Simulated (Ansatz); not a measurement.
**MgO: a trigonal deformation path**

The task here is to estimate one member of a computed series from the others.

The COD cell was measured well above room temperature, so it is larger than a cold one.

Computed with Ansatz 0.2.0 (DFT PBEsol, scalar-relativistic, plane waves, PAW, unless a step's input says otherwise).

1 further run of the same task is left out (set aside as unsound or not needed). Runs told in other sessions of the task aren't counted.

## The structure to begin with

Symmetry: Fm-3m, No. 225, cubic system. Conventional cell: a = 4.214 Å, b = 4.214 Å, c = 4.214 Å, α = 90.00°, β = 90.00°, γ = 90.00°. Mg (site symmetry m-3m) has 6 O at 2.11 Å in its first shell of neighbours. O (site symmetry m-3m) has 6 Mg at 2.11 Å in its first shell of neighbours.

As a file:

```xyz
2
Lattice="0.0000 2.1071 2.1071 2.1071 0.0000 2.1071 2.1071 2.1071 0.0000" Properties=species:S:1:pos:R:3 pbc="T T T"
Mg    0.0000    0.0000    0.0000
O     2.1071    2.1071    2.1071
```

This cell was relaxed beforehand with the same method: volume 9.36 Å³/atom, gap on the mesh 4.62 eV.

The first run:

Contents of input.yaml:

```yaml
crystal:
  lattice:
    - [0.0, 2.1071057202, 2.1071057202]
    - [2.1071057202, 0.0, 2.1071057202]
    - [2.1071057202, 2.1071057202, 0.0]
  atoms:
    - { symbol: Mg, position: [0.0, 0.0, 0.0] }
    - { symbol: O, position: [0.5, 0.5, 0.5] }
basis:
  ecutwfc: 420
kpoints:
  mp_grid: { grid: [10, 10, 10] }
hamiltonian:
  xc: pbesol
scf:
  occupations: { method: gaussian, width: 0.05 }
output:
  forces: true
  stress: true
  eigenvalues: true
  write_density: true
  write_potential: true
  elf: true
  volumetric_format: npy
```

On the command line:

```console
$ ansatz run input.yaml --threads 1 --pin off --max-ram 2560MiB --backend cpu --events-out ev --progress --plain --runs-dir out
```

Among the steps run: Zero of the scan; At ρ = 0.500; Point ρ = 2.000; ρ = 0.710; ρ = 1.410; ρ = 0.600; ρ = 0.850; ρ = 1.200; At ρ = 1.700; At ρ = 0.930; ρ = 1.080.

One of the session's tables, all rows but one given; the rest of the session is left out.

It belongs to the step «The scan collected». Collected from the runs (energy zero: the undisturbed cell):

| ρ | ΔE (meV/atom) | pressure (GPa) | gap on the mesh (eV) |
| --- | --- | --- | --- |
| 0.500 | 740.4 | -3.4 | 2.26 |
| 0.600 | 650.6 | -1.9 | 2.62 |
| 0.710 | ? | ? | ? |
| 0.850 | 123.3 | 0.1 | 3.68 |
| 0.930 | 27.4 | 0.0 | 4.22 |
| 1.000 | 0.0 | 0.0 | 4.62 |
| 1.080 | 35.8 | 0.1 | 4.29 |
| 1.200 | 219.1 | 0.8 | 3.26 |
| 1.410 | 864.6 | 4.7 | 0.40 |
| 1.700 | 2127.8 | 18.9 | 0.00 |
| 2.000 | 3273.7 | 35.9 | 0.00 |

Estimate the missing values for ρ = 0.710.

Worked estimate for «ΔE (meV/atom)». A straight line through the neighbours (0.600, 650.6) and (0.850, 123.3) gives 650.6 + (123.3 − 650.6) × (0.710 − 0.600) / (0.850 − 0.600) = 418.6; a parabola fitted to 4 rows on both sides gives 430.9.

**Answer.** ΔE (meV/atom): 414.5; pressure (GPa): -0.4; gap on the mesh (eV): 2.91. In «ΔE (meV/atom)» the line misses by +4.1 and the parabola by +16.4.

Where the gap reads zero, the mesh chosen for the insulator is on the coarse side.

To keep in mind: The final runs have no spin polarisation, so a magnetic state may lie lower.
